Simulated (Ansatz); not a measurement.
# Lattice dynamics at Γ of RuSi (P2_13)

Perturbation theory with PBEsol in the PAW code Ansatz on the PBEsol cell, ground state and force constants on a 4×4×4 mesh. Calculated for a static, non-magnetic cell.

Space group P2_13 (No. 198), cubic; a = 4.689 Å in the conventional setting, 12.89 Å³ an atom. Si has 7 Ru at 2.38–2.68 Å; Ru has 7 Si at 2.38–2.68 Å.

```yaml
crystal:
  lattice:
    - [4.68949, 0.00000, 0.00000]
    - [0.00000, 4.68949, 0.00000]
    - [0.00000, 0.00000, 4.68949]
  atoms:
    - { symbol: Si, position: [0.16175, 0.33825, 0.66175] }
    - { symbol: Si, position: [0.33825, 0.66175, 0.16175] }
    - { symbol: Si, position: [0.66175, 0.16175, 0.33825] }
    - { symbol: Si, position: [0.83825, 0.83825, 0.83825] }
    - { symbol: Ru, position: [0.86894, 0.63106, 0.36894] }
    - { symbol: Ru, position: [0.63106, 0.36894, 0.86894] }
    - { symbol: Ru, position: [0.36894, 0.86894, 0.63106] }
    - { symbol: Ru, position: [0.13106, 0.13106, 0.13106] }
```

Optical modes without the longitudinal term:

| ω (cm⁻¹) | degeneracy | IR intensity, summed over the level ((D/Å)²/amu) |
| --- | --- | --- |
| 163 | 1 | 0.00 |
| 169 | 2 | 0.00 |
| 194 | 3 | 14.24 |
| 260 | 3 | 0.02 |
| 305 | 3 | 108.27 |
| 306 | 2 | 0.00 |
| 324 | 3 | 54.88 |
| 404 | 1 | 0.00 |
| 445 | 3 | 63.78 |

The zone-centre optical frequencies run from 163 to 445 cm⁻¹, none imaginary (the rest of the zone wasn't tested). With the long-range field the highest mode reaches 458 cm⁻¹. The program warns that the force constants, and all that is formed from them, aren't settled on this k mesh. Of the real levels 5 are infrared active, the strongest at 305 cm⁻¹.

The electronic dielectric tensor ε∞ is 47.87 in all directions. With the ions relaxed, ε⁰ is 64 in all directions. Born charges, averaged over directions: Si +4.35, Ru -4.35 e.

For comparison, on the r2SCAN cell the mean ε∞ is 34.56 with r2SCAN (ground state on 4×4×4; least gap 0.29 eV), 44.32 with PBE.

Spin-orbit coupling is left out.
